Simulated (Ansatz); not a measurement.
What a change of settings does to a run on Lu

The structure comes from a relaxation in the same program, started in the bcc type, and has space group Im-3m. Whether it is a known phase or the ground state wasn't checked.

First run: DFT, PBE, all-electron LAPW, non-relativistic (Ansatz 0.2.0).

Command: `ansatz run input.yaml --threads 1 --pin off --max-ram 2048MiB --backend cpu --events-out ev --progress --plain --runs-dir out` The run took 12 s on 1 thread of Intel(R) Xeon(R) Platinum 8488C (Sapphire Rapids), on a shared host.

```yaml
crystal:
  lattice:
    - [-1.9499657094, 1.9499657094, 1.9499657094]
    - [1.9499657094, -1.9499657094, 1.9499657094]
    - [1.9499657094, 1.9499657094, -1.9499657094]
  atoms:
    - { symbol: Lu, position: [0.0, 0.0, 0.0] }
kpoints:
  mp_grid: { grid: [15, 15, 15] }
  band_path:
    path:
      - [0.0, 0.0, 0.0]
      - [0.5, -0.5, 0.5]
      - [0.0, 0.0, 0.5]
      - [0.0, 0.0, 0.0]
      - [0.25, 0.25, 0.25]
      - [0.5, -0.5, 0.5]
      - [0.25, 0.25, 0.25]
      - [0.0, 0.0, 0.5]
    npoints: 5
scf:
  occupations: { method: fermi_dirac, width: 0.08 }
hamiltonian:
  xc: pbe
  pseudopotentials:
    kind: all_electron
    lapw: { basis_error: 0.0005 }
    relativity: none
output:
  forces: true
  stress: true
  eigenvalues: true
```

Result: converged; pressure 2.80 GPa; 8 SCF iterations.

No spin–orbit coupling, which matters for the heavy atoms here.

A second input differs as follows:

```diff
@@ -21,4 +21,6 @@
 scf:
   occupations: { method: fermi_dirac, width: 0.08 }
+  convergence: { dr2_threshold: 1.0e-20 }
+  max_iter: 60
 hamiltonian:
   xc: pbe
```

What is wrong with it, and what does the program do?

The fault is a threshold that can't be met. The run did not converge (60 SCF iterations). The log ends:
```
SCF iter  56: F=—  HF=-377034.474025 eV  |F-HF|=—  |Δ(HF+E_count)|=  1.16e-10  Δρ=1.10e-8  dr2=1.53e-14  ethr=2.19e-12 (applied; sched 1.00e-12)  ⟨swp⟩=2.0  Hψ=6306  notcnv=0
SCF iter  57: F=—  HF=-377034.474025 eV  |F-HF|=—  |Δ(HF+E_count)|=  1.16e-10  Δρ=9.38e-9  dr2=1.10e-14  ethr=2.27e-12 (applied; sched 1.00e-12)  ⟨swp⟩=2.0  Hψ=6344  notcnv=0
SCF iter  58: F=—  HF=-377034.474025 eV  |F-HF|=—  |Δ(HF+E_count)|=  4.66e-10  Δρ=9.40e-9  dr2=1.11e-14  ethr=2.15e-12 (applied; sched 1.00e-12)  ⟨swp⟩=2.0  Hψ=6315  notcnv=0
SCF iter  59: F=—  HF=-377034.474025 eV  |F-HF|=—  |Δ(HF+E_count)|=  1.16e-10  Δρ=9.93e-9  dr2=1.26e-14  ethr=2.19e-12 (applied; sched 1.00e-12)  ⟨swp⟩=2.0  Hψ=6324  notcnv=0
SCF iter  60: F=—  HF=-377034.474025 eV  |F-HF|=—  |Δ(HF+E_count)|=  8.15e-10  Δρ=9.86e-9  dr2=1.24e-14  ethr=2.31e-12 (applied; sched 1.00e-12)  ⟨swp⟩=2.0  Hψ=6365  notcnv=0
Error: did not converge after 60 iterations: onsite_residual = 1.89e-14 (threshold 1.00e-20), under the density mixer `msr1`, which `scf.mixing.algorithm: auto` chose by the deck's other keys (type `scf.mixing.algorithm: msr1` to keep it); raise `scf.max_iter`, which need not help a stalled SCF, or adjust the mixing (`scf.mixing`) or, under a smearing, its width (`scf.occupations.width`, in either direction: another width is another result); this SCF holds its density and magnetisation to the symmetry operations that it keeps, and cannot end on a state that breaks one of them: if the state sought breaks one, re-run with `crystal.symmetry.detect: false`, without `crystal.symmetry.time_reversal: true`, on a non-collinear deck whose state breaks time reversal, with `crystal.symmetry.time_reversal: false` beside it (there exact exchange or a DFT+U term alone can polarise the run; a magnetic state wants starting moments), where the deck allows it (that run may end on another state, and need not converge either) — the other mixer that `auto` picks from is left to try (`scf.mixing.algorithm: broyden`); it can need more iterations, either can converge an SCF that the other leaves open, and the two can end on different states; the input reference at `scf.mixing.algorithm` says more, and from which start to try it
```
